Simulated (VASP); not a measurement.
# In, self-consistent run: which settings are enough?

In, P1 (no. 1), 27 atoms in the cell. PBEsol; PAW potentials In_d (PBE set). VASP 6.6.1.

Wanted: energy within 10 meV/atom; forces within 0.05 eV/Å.

What the run is for: forces in a large cell; Accuracy asked: screening; Cell repeated: 3 × 3 × 3.

POSCAR:
```
In
1.0
   -5.6475757200      5.6475757200      5.6475757200
    5.6475757200     -5.6475757200      5.6475757200
    5.6475757200      5.6475757200     -5.6475757200
In
27
Direct
   -0.0057360000     -0.0030160000     -0.0019020000
   -0.0038110000     -0.0006940000      0.3296810000
   -0.0034030000     -0.0000170000      0.6640550000
    0.0001790000      0.3334500000     -0.0006040000
    0.0031900000      0.3372560000      0.3354500000
   -0.0024820000      0.3380180000      0.6661160000
    0.0035710000      0.6685060000      0.0003270000
   -0.0011930000      0.6644790000      0.3302720000
    0.0038910000      0.6692470000      0.6696230000
    0.3298650000     -0.0024300000     -0.0050850000
    0.3404850000      0.0031460000      0.3373720000
    0.3359130000     -0.0029350000      0.6670950000
    0.3371680000      0.3348040000      0.0019000000
    0.3326060000      0.3300940000      0.3337600000
    0.3281160000      0.3246150000      0.6616370000
    0.3328610000      0.6677680000     -0.0012720000
    0.3399610000      0.6735600000      0.3380450000
    0.3308580000      0.6647120000      0.6635230000
    0.6649160000     -0.0012750000     -0.0021540000
    0.6692060000      0.0029190000      0.3323980000
    0.6659800000      0.0016410000      0.6610470000
    0.6660910000      0.3374380000     -0.0008160000
    0.6656660000      0.3268100000      0.3351910000
    0.6607340000      0.3291400000      0.6629510000
    0.6735200000      0.6723940000      0.0054620000
    0.6702270000      0.6647660000      0.3303590000
    0.6713620000      0.6676410000      0.6685670000
```

The series start from Plane-wave cutoff (eV): 280; Projection operators (LREAL): Auto, ROPT -0.00025; Precision mode (PREC): Normal; Electronic threshold (eV): 1e-5; Parallel layout: defaults; Program: vasp_std; Electronic algorithm: ALGO=Normal; Bands a block (NSIM): NSIM=4; Data layout and linear algebra: defaults. Each series keeps the choices made before it, and each single choice may use up half of a tolerance.

## Plane-wave cutoff (eV)

| Plane-wave cutoff (eV) | Energy less reference (meV/atom) | Forces, largest deviation (eV/Å) | SCF iterations | Time (s) |
|---|---|---|---|---|
| 220 | -4 | 0.013 | 17 | 14 |
| 240 | 1 | 0.010 | 17 | 17 |
| 280 | -1 | 0.011 | 16 | 16 |
| 310 | -1 | 0.015 | 17 | 19 |
| 380 (reference) | 0 | 0.000 | 16 | 22 |

## Projection operators (LREAL)

| Projection operators (LREAL) | Energy less reference (meV/atom) | Forces, largest deviation (eV/Å) | SCF iterations | Time (s) |
|---|---|---|---|---|
| Auto, ROPT -0.005 | -10 | 0.211 | 16 | 9.8 |
| Auto, ROPT -0.002 | 7 | 0.013 | 17 | 10 |
| Auto, ROPT -0.001 | -2 | 0.015 | 17 | 11 |
| Auto, ROPT -0.0005 | -1 | 0.003 | 17 | 11 |
| Auto, ROPT -0.00025 | -1 | 0.002 | 17 | 14 |
| Auto, ROPT -0.0001 | 0 | 0.001 | 17 | 13 |
| False (reference) | 0 | 0.000 | 17 | 12 |

## Precision mode (PREC)

| Precision mode (PREC) | Energy less reference (meV/atom) | Forces, largest deviation (eV/Å) | SCF iterations | Time (s) |
|---|---|---|---|---|
| SingleN | -14 | 0.117 | 17 | 10 |
| Normal | -4 | 0.020 | 17 | 11 |
| Accurate (reference) | 0 | 0.000 | 17 | 18 |

## Electronic threshold (eV)

| Electronic threshold (eV) | Energy less reference (meV/atom) | Forces, largest deviation (eV/Å) | SCF iterations | Time (s) |
|---|---|---|---|---|
| 0.001 | 0 | 0.010 | 13 | 8.1 |
| 0.0001 | 0 | 0.003 | 14 | 9.0 |
| 1e-5 | 0 | 0.002 | 17 | 11 |
| 1e-6 | 0 | 0.000 | 19 | 13 |
| 1e-7 (reference) | 0 | 0.000 | 23 | 15 |

## Parallel layout

| Parallel layout | Energy less reference (meV/atom) | Forces, largest deviation (eV/Å) | SCF iterations | Time (s) |
|---|---|---|---|---|
| defaults | 0 | 0.000 | 13 | 8.1 |
| NCORE=2 | 0 | 0.000 | 13 | 8.3 |
| NCORE=4 | 0 | 0.000 | 13 | 8.8 |
| NCORE=8 | 0 | 0.000 | 13 | 8.6 |
| NPAR=2 | 0 | 0.000 | 13 | 8.5 |

## Program

| Program | Energy less reference (meV/atom) | Forces, largest deviation (eV/Å) | SCF iterations | Time (s) |
|---|---|---|---|---|
| vasp_std | 0 | 0.000 | 13 | 8.1 |
| vasp_gam | 0 | 0.011 | 12 | 6.3 |

## Electronic algorithm

| Electronic algorithm | Energy less reference (meV/atom) | Forces, largest deviation (eV/Å) | SCF iterations | Time (s) |
|---|---|---|---|---|
| ALGO=Normal | 0 | 0.000 | 13 | 8.1 |
| ALGO=Fast | 0 | 0.021 | 11 | 6.8 |
| ALGO=VeryFast | 0 | 0.016 | 18 | 7.4 |
| ALGO=All ISEARCH=1 | 0 | 0.027 | 14 | 12 |

## Bands a block (NSIM)

| Bands a block (NSIM) | Energy less reference (meV/atom) | Forces, largest deviation (eV/Å) | SCF iterations | Time (s) |
|---|---|---|---|---|
| NSIM=4 | 0 | 0.000 | 13 | 8.1 |
| NSIM=1 | 0 | 0.000 | 13 | 8.6 |
| NSIM=2 | 0 | 0.000 | 13 | 9.3 |
| NSIM=8 | 0 | 0.001 | 13 | 8.9 |
| NSIM=16 | 0 | 0.003 | 13 | 9.6 |

## Data layout and linear algebra

| Data layout and linear algebra | Energy less reference (meV/atom) | Forces, largest deviation (eV/Å) | SCF iterations | Time (s) |
|---|---|---|---|---|
| defaults | 0 | 0.000 | 13 | 8.1 |
| LPLANE=False | 0 | 0.000 | 13 | 9.4 |
| LSCALAPACK=False | 0 | 0.000 | 13 | 9.4 |
| LSCALU=True | 0 | 0.000 | 13 | 9.2 |

## Question

The rows run from the loosest to the tightest (no order: parallel layout, program, electronic algorithm, bands a block, data layout and linear algebra). For each series: choose the loosest value from which every tighter one stays within half of the tolerance; where there is no order, keep the first row unless others stay within half of the tolerance and take at least 30 % less time, and then take the fastest.

## Answer

- Plane-wave cutoff (eV): 220
- Projection operators (LREAL): Auto, ROPT -0.001
- Precision mode (PREC): Normal
- Electronic threshold (eV): 0.001
- Parallel layout: defaults
- Program: vasp_std
- Electronic algorithm: ALGO=Normal
- Bands a block (NSIM): NSIM=4
- Data layout and linear algebra: defaults

## All choices together

| Input | Energy less reference (meV/atom) | Forces, largest deviation (eV/Å) | Time (s) |
|---|---|---|---|
| the program's defaults (naive) | -2 | 0.145 | 10 |
| chosen settings | -4 | 0.017 | 8.1 |
| reference settings throughout | 0 | 0.000 | 39 |

The tolerance is met.

## The input

INCAR:
```
GGA = PS
ISMEAR = 1
SIGMA = 0.1
LWAVE = F
LCHARG = F
ISIF = 2
ISYM = 0
PREC = Normal
LASPH = T
LREAL = Auto
ALGO = Normal
EDIFF = 0.001
NELM = 120
GGA_COMPAT = F
ENCUT = 220
ROPT = -0.001
NSIM = 4
```

KPOINTS:
```
k-points
0
Gamma
  1 1 1
```

Commands:
```
cat potpaw_PBE.64/In_d/POTCAR > POTCAR
mpirun -np 8 vasp_std > vasp.out
```

Limits: Only the k mesh 1 × 1 × 1 was run, so its error is untested.

The chosen input took VASP 6.6.1 8.1 s on 8 cores (AMD EPYC 9R45 (Zen 5)), a shared host.

## An input that fails: Gamma-only program on a mesh of k points

VASP's message: You are using the Gamma-point-only version with more than one k-point or some other non-Gamma k-point.

k mesh: 1 × 1 × 1 becomes 2 × 2 × 2.

Changes against the starting input:
```
- NELM = 120
+ NELM = 95
- vasp_std
+ vasp_gam
(KPOINTS)
-k-points
+Automatic mesh
-  1 1 1
+  2 2 2
+  0 0 0
```
